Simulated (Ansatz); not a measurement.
**Mg: stress in a strained cell**

Aim: deform Mg (equal xx and yy strain of +3 %) and compute stress, forces and field gradients with LAPW, PAW and all-electron datasets made for the crystal.

Program: Ansatz 0.2.0. Level of theory: DFT PBE, scalar-relativistic. These are calculated values, not measurements.

## (1) The structure to begin with

It takes space group Im-3m (No. 229, cubic). Conventional cell: a = 2.953 Å, b = 2.953 Å, c = 2.953 Å, α = 90.00°, β = 90.00°, γ = 90.00°. Mg (site symmetry m-3m) is surrounded by 8 Mg at 2.56 Å.

As a file:

```cif
data_structure
_symmetry_space_group_name_H-M 'P 1'
_symmetry_Int_Tables_number 1
_cell_length_a 2.5574
_cell_length_b 2.5574
_cell_length_c 2.5574
_cell_angle_alpha 109.471
_cell_angle_beta 109.471
_cell_angle_gamma 109.471
_cell_volume 12.88
loop_
_atom_site_label
_atom_site_type_symbol
_atom_site_fract_x
_atom_site_fract_y
_atom_site_fract_z
_atom_site_occupancy
Mg1 Mg 0.00000 0.00000 0.00000 1
```

## (2) After the deformation

Space group Im-3m before, I4/mmm after.

## (3) LAPW, all electrons

Contents of input.yaml:

```yaml
crystal:
  lattice:
    - [-1.520795, 1.520795, 1.4765]
    - [1.520795, -1.520795, 1.4765]
    - [1.520795, 1.520795, -1.4765]
  atoms:
    - { symbol: Mg, position: [0.0, 0.0, 0.0] }
kpoints:
  mp_grid: { grid: [16, 16, 16] }
  band_path:
    path:
      - [0.0, 0.0, 0.0]
      - [0.0, 0.0, 0.5]
      - [-0.5, 0.5, 0.5]
      - [0.0, 0.0, 0.0]
      - [0.4856489773, 0.4856489773, -0.4856489773]
      - [-0.4856489773, 0.5143510227, 0.4856489773]
      - [-0.5, 0.5, 0.5]
      - [0.0, 0.0, 0.5]
      - [0.25, 0.25, 0.25]
    npoints: 5
scf:
  occupations: { method: fermi_dirac, width: 0.05 }
hamiltonian:
  xc: pbe
  pseudopotentials: { kind: all_electron, lapw: { basis_error: 0.00025 } }
output:
  forces: true
  stress: true
  eigenvalues: true
```

Launch:

```console
$ ansatz run input.yaml --threads 1 --pin off --max-ram 3072MiB --backend cpu --events-out ev --progress --plain --runs-dir out
```

## (4) PAW on the default files

Contents of input.yaml:

```yaml
crystal:
  lattice:
    - [-1.520795, 1.520795, 1.4765]
    - [1.520795, -1.520795, 1.4765]
    - [1.520795, 1.520795, -1.4765]
  atoms:
    - { symbol: Mg, position: [0.0, 0.0, 0.0] }
kpoints:
  mp_grid: { grid: [16, 16, 16] }
scf:
  occupations: { method: fermi_dirac, width: 0.05 }
hamiltonian:
  xc: pbe
  pseudopotentials: { kind: paw }
output:
  forces: true
  stress: true
  eigenvalues: true
  efg: { contact_densities: true }
```

## (5) All-electron PAW on datasets made for the crystal

Edit input.yaml of step 4 so:

```diff
@@ -13,3 +13,3 @@
   xc: pbe
-  pseudopotentials: { kind: paw }
+  pseudopotentials: { kind: all_electron, datasets: crystal }
 output:
```

(Steps that only read results are left out.)

**Question.** What will these runs give? Wanted: pressure; largest shear or deviatoric stress.

As calculated:

| quantity | value |
| --- | --- |
| pressure | LAPW 50.12, PAW 50.19, crystal datasets 50.12 GPa |
| largest shear or deviatoric stress (LAPW) | 1.33 GPa |

In words: The largest part of the stress beyond the pressure is 1.33 GPa in size, in the zz component. No run of the undeformed cell stands beside it, so the pressure holds what the given cell had before the change. PAW: stress within 0.07 GPa of LAPW. Crystal datasets: stress within 0.01 GPa of LAPW.
